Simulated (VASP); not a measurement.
# What goes wrong when the modes of InSe are computed with a bad input, part 3 of 3

Some phonon runs on InSe get a fault in the input on purpose. Which of them show, and how? The starting structure is a computed structure from the Materials Project.

VASP 6.6.1.

Results so far: reference A2'' (3) 200.6 cm⁻¹; finite displacements, else as the reference A2'' (3) 199.4 cm⁻¹.

## Step 4: Modes with one-sided displacements

Level of this step: LDA; plane waves and PAW (In_d, Se) (VASP).

A slip made on purpose: one-sided displacements. Against step 2 the input has IBRION = 6, NFREE = 1, POTIM = 0.015 and no LEPSILON (also changed: NELM and NSW).

Contents of INCAR:

```
SYSTEM = InSe
PREC = Accurate
ENCUT = 450
EDIFF = 1E-08
NELM = 60
ISMEAR = 0
SIGMA = 0.03
LREAL = .FALSE.
ALGO = Normal
GGA = CA
NBANDS = 47
LORBIT = 11
LWAVE = .FALSE.
LCHARG = .FALSE.
KPAR = 4
IBRION = 6
NFREE = 1
POTIM = 0.015
NSW = 1
ISIF = 2
```

Contents of POSCAR:

```
InSe
1.0
    3.9776146520      0.0000000000      0.0000000000
   -1.9888073260      3.4447153351      0.0000000000
    0.0000000000      0.0000000000     16.2709593191
In Se
4 4
Direct
    0.3333333333      0.6666666667      0.0843456828
    0.3333333333      0.6666666667      0.9156543172
    0.0000000000      0.0000000000      0.4156612558
    0.0000000000      0.0000000000      0.5843387442
    0.3333333333      0.6666666667      0.3377301405
    0.3333333333      0.6666666667      0.6622698595
    0.6666666667      0.3333333333      0.1623490864
    0.6666666667      0.3333333333      0.8376509136
```

Contents of KPOINTS:

```
Automatic mesh
0
Gamma
6 6 2
0 0 0
```

The projector-augmented-wave data sets are In_d and Se (LDA family, release 64).

On the command line:

```
$ mpirun -np 4 vasp_std
```

The log of the run:

```text
[... set-up lines as in an earlier step ...]
 entering main loop
       N       E                     dE             d eps       ncg     rms          rms(c)
[... 16 cycles as in an earlier step ...]
   1 F= -.33327694E+02 E0= -.33327694E+02  d E =-.693431E-07
[... from here on, the cycles between the ionic steps are left out ...]
   2 F= -.33327095E+02 E0= -.33327095E+02  d E =-.692411E-07
   3 F= -.33326413E+02 E0= -.33326413E+02  d E =-.252069E-06
   4 F= -.33327092E+02 E0= -.33327092E+02  d E =-.692191E-07
   5 F= -.33326352E+02 E0= -.33326352E+02  d E =-.190882E-07
   6 F= -.33327052E+02 E0= -.33327052E+02  d E =-.695182E-07
   7 F= -.33326928E+02 E0= -.33326928E+02  d E =-.116166E-06
   8 F= -.33327068E+02 E0= -.33327068E+02  d E =-.694207E-07
   9 F= -.33326915E+02 E0= -.33326915E+02  d E =-.369557E-07
 Finite differences progress:
  Degree of freedom:   8/  8
  Displacement:        1/  1
  Total:               8/  8
```

The job ended after 3.6 min (4 MPI ranks of Intel Xeon 6975P-C (Granite Rapids), shared host; peak memory 1.9 GiB).

OUTCAR, selected parts (step 4):

```text
  Total       -0.1094465     -0.1094465     -0.1221122      0.0000000      0.0000000      0.0000000
  in kB       -0.7865443     -0.7865443     -0.8775673      0.0000000      0.0000000      0.0000000
  external PRESSURE =      -0.8168853 kB  Pullay stress =       0.0000000 kB

 POSITION                                       TOTAL-FORCE (eV/Angst)
 -----------------------------------------------------------------------------------
     -0.00000      2.29648      1.37239         0.000000      0.000000      0.095427
     -0.00000      2.29648     14.89857        -0.000000      0.000000     -0.000628
      0.00000      0.00000      6.76321         0.000000     -0.000000     -0.001773
      0.00000      0.00000      9.50775        -0.000000      0.000000     -0.001022
     -0.00000      2.29648      5.49519        -0.000000      0.000000      0.005029
     -0.00000      2.29648     10.77577        -0.000000      0.000000      0.002301
      1.98881      1.14824      2.65658         0.000000     -0.000000     -0.102573
      1.98881      1.14824     13.62938        -0.000000      0.000000      0.003238
 -----------------------------------------------------------------------------------
    total drift:                                0.000023      0.000000     -0.000126

  FREE ENERGIE OF THE ION-ELECTRON SYSTEM (eV)
  ---------------------------------------------------
  free  energy   TOTEN  =       -33.3269150513 eV

  energy  without entropy=      -33.3269150144  energy(sigma->0) =      -33.32691503

[... 2 parts as in an earlier step ...]

[... 1 further part left out ...]
[key lines of the parts left out:]
E-fermi :   4.6119
```

With one-sided displacements the compared modes are at the top A2'' (3) 199.4, A2'' (2) 190.1 cm⁻¹, at the bottom A2'' (1) 34.8, E' (1) 20.8 cm⁻¹, with 6 more of the listed ones between; the largest shift among the levels compared is -0.3 cm⁻¹, in A1' (1), from finite displacements, else as the reference.

## Step 5: Modes with a k mesh far too coarse

A slip made on purpose: a k mesh far too coarse. Against step 2 the input has a 1×1×1 mesh (also changed: NELM and KPAR).

INCAR: that of step 4 with these lines changed.

```diff
@@ -14,7 +14,4 @@
 LCHARG = .FALSE.
-KPAR = 4
-IBRION = 6
-NFREE = 1
-POTIM = 0.015
-NSW = 1
+IBRION = 8
+LEPSILON = .TRUE.
 ISIF = 2
```

POSCAR is that of step 4.

Contents of KPOINTS:

```
Automatic mesh
0
Gamma
1 1 1
0 0 0
```

On the command line:

```
$ mpirun -np 4 vasp_std
```

The log of the run:

```text
[banner, memory and clock lines left out]
running    4 mpi-ranks, on    1 nodes
[...]
LDA part: xc-table for (Slater(with rela. corr.)+CA(PZ))
 , standard interpolation
|                                                                             |
|           W    W    AA    RRRRR   N    N  II  N    N   GGGG   !!!           |
|           W    W   A  A   R    R  NN   N  II  NN   N  G    G  !!!           |
|           W    W  A    A  R    R  N N  N  II  N N  N  G       !!!           |
|           W WW W  AAAAAA  RRRRR   N  N N  II  N  N N  G  GGG   !            |
|           WW  WW  A    A  R   R   N   NN  II  N   NN  G    G                |
|           W    W  A    A  R    R  N    N  II  N    N   GGGG   !!!           |
|                                                                             |
|     The number of bands has been changed from the values supplied in        |
|     The orbitals not found in the WAVECAR file will be initialized with     |
|     random numbers, which is usually adequate. For correlated               |
[...]
RMM:  16    -0.923824407054E-01    0.69277E-08    0.37455E-08   160   0.750E-06    0.167E-06
 first order change of Fermi-energy   0.34077E-06
 force on displaced ion       7 direction 1 :  -4.780  -0.006   0.000
 Born effective charge ion    7 direction 1 : -26.399   0.000   0.002
 Linear response progress:
  Degree of freedom:   8/  8
       N       E                     dE             d eps       ncg     rms          rms(c)
RMM:   1    -0.111921769922E+00   -0.11192E+00    0.56037E-02   174   0.102E+00
RMM:   2    -0.109395036666E+00    0.25267E-02    0.19597E-04   144   0.336E-01    0.576E-01
RMM:   3    -0.113063792119E+00   -0.36688E-02   -0.90219E-03   148   0.301E-01    0.848E-01
RMM:   4    -0.110559117503E+00    0.25047E-02   -0.25798E-03   154   0.181E-01    0.731E-02
[...]
RMM:  25    -0.111057841668E+00    0.15198E-07   -0.43459E-08   169   0.118E-05    0.287E-07
RMM:  26    -0.111057765820E+00    0.75848E-07   -0.42003E-08   163   0.116E-05    0.244E-07
RMM:  27    -0.111057766235E+00   -0.41517E-09   -0.42285E-08   165   0.117E-05    0.376E-07
 first order change of Fermi-energy  -0.14356E+00
 force on displaced ion       7 direction 3 :  -0.000   0.000  -4.748
 Born effective charge ion    7 direction 3 :   0.000   0.000-280.060
 Born effective charges drift removed
 Linear response finished
```

Elapsed: 59 s, on 4 MPI ranks; peak memory 0.78 GiB; 3.8 min of CPU time.

Parts of OUTCAR (step 5):

```text
  Total       34.7183140     34.7183140     26.1066348      0.0000000      0.0000000     -0.0000000
  in kB      249.5054315    249.5054315    187.6170368      0.0000000      0.0000000     -0.0000000
  external PRESSURE =     228.8759666 kB  Pullay stress =       0.0000000 kB

 POSITION                                       TOTAL-FORCE (eV/Angst)
 -----------------------------------------------------------------------------------
     -0.00000      2.29648      1.37239        -0.000000     -0.000000     -0.291604
     -0.00000      2.29648     14.89857         0.000000      0.000000      0.291604
      0.00000      0.00000      6.76321        -0.000000      0.000000      0.341192
      0.00000      0.00000      9.50775        -0.000000      0.000000     -0.341192
     -0.00000      2.29648      5.49519         0.000000      0.000000     -2.747024
     -0.00000      2.29648     10.77577         0.000000     -0.000000      2.747024
      1.98881      1.14824      2.64158         0.000000      0.000000      2.711920
      1.98881      1.14824     13.62938         0.000000      0.000000     -2.711920
 -----------------------------------------------------------------------------------
    total drift:                               -0.000002      0.000001     -0.000000

 MACROSCOPIC STATIC DIELECTRIC TENSOR (including local field effects in DFT)
 ------------------------------------------------------
         338.478462     0.000000     0.000000
           0.000000   338.478462     0.000000
           0.000000    -0.000000*************
 ------------------------------------------------------

 MACROSCOPIC STATIC DIELECTRIC TENSOR IONIC CONTRIBUTION
 ------------------------------------------------------
         174.569481     0.000000    -0.000000
           0.000000   174.569481     0.000000
          -0.000000     0.000000*************
 ------------------------------------------------------

[... 1 part as in an earlier step ...]

[... 1 further part left out ...]
```

With a k mesh far too coarse the compared modes are at the top A2'' (3) 186.5, A2'' (2) 172.9 cm⁻¹, at the bottom E'' (1) -26.2, A2'' (1) -40.2 cm⁻¹, with 6 more of the listed ones between; A2'' (1), real with the reference, turns imaginary. Imaginary, given as negative numbers: E'' (2), E'' (1) and A2'' (1).

## Step 6: Modes with a displacement typed far too large

A slip made on purpose: a displacement typed far too large. Against step 2 the input has IBRION = 6, NFREE = 2, POTIM = 0.25 and no LEPSILON (also changed: NELM and NSW).

INCAR: that of step 5 with these lines changed.

```diff
@@ -14,4 +14,7 @@
 LCHARG = .FALSE.
-IBRION = 8
-LEPSILON = .TRUE.
+KPAR = 4
+IBRION = 6
+NFREE = 2
+POTIM = 0.25
+NSW = 1
 ISIF = 2
```

POSCAR is that of step 5.

Contents of KPOINTS:

```
Automatic mesh
0
Gamma
6 6 2
0 0 0
```

On the command line:

```
$ mpirun -np 4 vasp_std
```

The log of the run:

```text
[... set-up lines as in an earlier step ...]
 entering main loop
       N       E                     dE             d eps       ncg     rms          rms(c)
[... 16 cycles as in an earlier step ...]
   1 F= -.33327694E+02 E0= -.33327694E+02  d E =-.693431E-07
[... from here on, the cycles between the ionic steps are left out ...]
   2 F= -.33327095E+02 E0= -.33327095E+02  d E =-.692411E-07
   3 F= -.33327095E+02 E0= -.33327095E+02  d E =-.692347E-07
   4 F= -.33326413E+02 E0= -.33326413E+02  d E =-.252053E-06
   5 F= -.33326361E+02 E0= -.33326361E+02  d E =-.180432E-07
   6 F= -.33327092E+02 E0= -.33327092E+02  d E =-.691619E-07
   7 F= -.33327092E+02 E0= -.33327092E+02  d E =-.691644E-07
   8 F= -.33326352E+02 E0= -.33326352E+02  d E =-.190928E-07
   9 F= -.33326413E+02 E0= -.33326413E+02  d E =-.240220E-06
  10 F= -.33327052E+02 E0= -.33327052E+02  d E =-.694906E-07
  11 F= -.33327052E+02 E0= -.33327052E+02  d E =-.695051E-07
  12 F= -.33326928E+02 E0= -.33326928E+02  d E =-.116154E-06
  13 F= -.33326907E+02 E0= -.33326907E+02  d E =-.420120E-07
  14 F= -.33327068E+02 E0= -.33327068E+02  d E =-.694999E-07
  15 F= -.33327068E+02 E0= -.33327068E+02  d E =-.694587E-07
  16 F= -.33326916E+02 E0= -.33326916E+02  d E =-.369512E-07
  17 F= -.33326951E+02 E0= -.33326951E+02  d E =-.130229E-06
 Finite differences progress:
  Degree of freedom:   8/  8
  Displacement:        2/  2
  Total:              16/ 16
```

Elapsed: 6.6 min, on 4 MPI ranks; peak memory 2.2 GiB.

OUTCAR, selected parts (step 6):

```text
[... 6 parts as in an earlier step ...]

[... 1 further part left out ...]
[key lines of the parts left out:]
E-fermi :   4.6187
```

With a displacement typed far too large the compared modes are at the top A2'' (3) 199.4, A2'' (2) 189.9 cm⁻¹, at the bottom A2'' (1) 35.1, E' (1) 21.0 cm⁻¹, with 6 more of the listed ones between, as with finite displacements, else as the reference.

## Step 7: Modes with perturbation theory asked for with a meta-GGA

A slip made on purpose: perturbation theory asked for with a meta-GGA. Against step 2 the input has METAGGA = R2SCAN, LASPH = .TRUE. and no GGA (also changed: NELM).

INCAR: that of step 6 with these lines changed.

```diff
@@ -9,3 +9,2 @@
 ALGO = Normal
-GGA = CA
 NBANDS = 47
@@ -15,6 +14,6 @@
 KPAR = 4
-IBRION = 6
-NFREE = 2
-POTIM = 0.25
-NSW = 1
+IBRION = 8
+LEPSILON = .TRUE.
 ISIF = 2
+METAGGA = R2SCAN
+LASPH = .TRUE.
```

POSCAR is that of step 6.

KPOINTS is that of step 6.

On the command line:

```
$ mpirun -np 4 vasp_std
```

The log of the run:

```text
[banner, memory and clock lines left out]
running    4 mpi-ranks, on    1 nodes
[...]
|                                                                             |
|               ----> ADVICE to this user running VASP <----                  |
|                                                                             |
|     You enforced a specific xc type in the INCAR file but a different       |
|     [... a line on the potential file left out ...]
|     I HOPE YOU KNOW WHAT YOU ARE DOING!                                     |
|                                                                             |

 LDA part: xc-table for (None), standard interpolation
 POSCAR, INCAR and KPOINTS ok, starting setup
[...]
entering main loop
       N       E                     dE             d eps       ncg     rms          rms(c)
DAV:   1    -0.137083833153E+04   -0.13708E+04   -0.32487E+04  1316   0.172E+03
DAV:   2    -0.205939219976E+04   -0.68855E+03   -0.66923E+03  1323   0.459E+02
[...]
1 F= -.21634831E+04 E0= -.21634831E+04  d E =-.731522E-14
|                                                                             |
|     EEEEEEE  RRRRRR   RRRRRR   OOOOOOO  RRRRRR      ###     ###     ###     |
|     E        R     R  R     R  O     O  R     R     ###     ###     ###     |
|     E        R     R  R     R  O     O  R     R     ###     ###     ###     |
|     EEEEE    RRRRRR   RRRRRR   O     O  RRRRRR       #       #       #      |
|     E        R   R    R   R    O     O  R   R                               |
|     E        R    R   R    R   O     O  R    R      ###     ###     ###     |
|     EEEEEEE  R     R  R     R  OOOOOOO  R     R     ###     ###     ###     |
|                                                                             |
|     You have switched on METAGGA and linear-response routines. This         |
|     combination is currently not supported. If you have selected            |
|     LEPSILON=.TRUE., you can try using LCALCEPS=.TRUE. instead. In all      |
|     other cases, VASP will stop. SOOO sorry...                              |
|                                                                             |
|       ---->  I REFUSE TO CONTINUE WITH THIS SICK JOB ... BYE!!! <----       |
|                                                                             |

1
1
1
1
```

It took 2.4 min on 4 MPI ranks.

VASP stopped with this message: “You have switched on METAGGA and linear-response routines. This combination is currently not supported. If you have selected LEPSILON=.TRUE., you can try using LCALCEPS=.TRUE. instead”.

## Step 8: All runs side by side

```
                                          run            ended  A2'' (3)  A2'' (2)  E' (2)  E'' (3)  E'' (2)  E'' (1)  A2'' (1)  E' (1)  imaginary modes, each partner counted                method  core minutes
                                    reference        converged     200.6     190.1   180.2    173.7     40.5     36.7      34.6    21.1                                      0   perturbation theory          63.9
  finite displacements, else as the reference        converged     199.4     189.9   180.2    173.6     40.4     36.7      35.1    21.0                                      0  finite displacements          28.1
                      one-sided displacements        converged     199.4     190.1   180.2    173.6     40.3     36.5      34.8    20.8                                      0  finite displacements          14.3
                      a k mesh far too coarse        converged     186.5     172.9   171.5    158.7    -19.0    -26.2     -40.2    18.7                                      5   perturbation theory          3.93
           a displacement typed far too large        converged     199.4     189.9   180.2    173.6     40.4     36.7      35.1    21.0                                      0  finite displacements          26.3
perturbation theory asked for with a meta-GGA  stopped by VASP         -         -       -        -        -        -         -       -                                      -   perturbation theory           9.4
```

Modes are in cm⁻¹, degenerate ones as one, matched between runs by symmetry and order. A number in brackets counts the listed modes of one symmetry from the lowest. The symmetry labels come from an automatic analysis and can be wrong where levels nearly coincide. Levels within 1 cm⁻¹ of another in the first run are left out, since their labels are uncertain. Between the highest four and the lowest four, 2 more are left out. Core minutes are wall time times ranks of the run shown, on a shared host.

## Step 9: Outcome

* A2'' (3), reference: 200.6 cm⁻¹
* E' (1), reference: 21.1 cm⁻¹
* A2'' (3), finite displacements, else as the reference: 199.4 cm⁻¹
* E' (1), finite displacements, else as the reference: 21.0 cm⁻¹
* A2'' (3), one-sided displacements: 199.4 cm⁻¹
* E' (1), one-sided displacements: 20.8 cm⁻¹
* A2'' (3), a k mesh far too coarse: 186.5 cm⁻¹
* E' (1), a k mesh far too coarse: 18.7 cm⁻¹
* A2'' (3), a displacement typed far too large: 199.4 cm⁻¹
* E' (1), a displacement typed far too large: 21.0 cm⁻¹
* run with perturbation theory asked for with a meta-GGA: stopped by VASP

In words: VASP stopped by itself in the run with perturbation theory asked for with a meta-GGA. Finished, but with signs in the output that stand out against the reference: a k mesh far too coarse, with A2'' (1) turned imaginary, like 2 more of the compared levels (signs: a pressure of 22.9 GPa on the undisplaced cell, forces of up to 2.75 eV/Å on the undisplaced atoms and imaginary modes). Little came of one-sided displacements in this material. The displacement typed far too large never took effect: VASP put its default in its place. Runs with finite displacements are held against the sound run of that kind. The reference (perturbation theory) and the sound run with finite displacements differ by -1.2 cm⁻¹ in A2'' (3) themselves, and which lies nearer isn't tested. The dielectric constants and Born charges in the logs aren't compared here; at a small gap they can be far off, and in a run without a gap they mean nothing. The frequencies are harmonic, and the splitting of polar modes by their long-range field is left out. Further runs on this material are not shown.

[Lines on the potential files, build, host, timing and source positions are cut from VASP's logs without a mark.]

[Logs are printed without paths, hosts, clocks, repeated set-up lines and the standing remarks that a program may print on its own settings, such as how far it seeks lower states.]

[Hosts, paths, dates, database ids (printed as entryN), source tags and the programs' standing remarks are cut or masked in the printed files.]
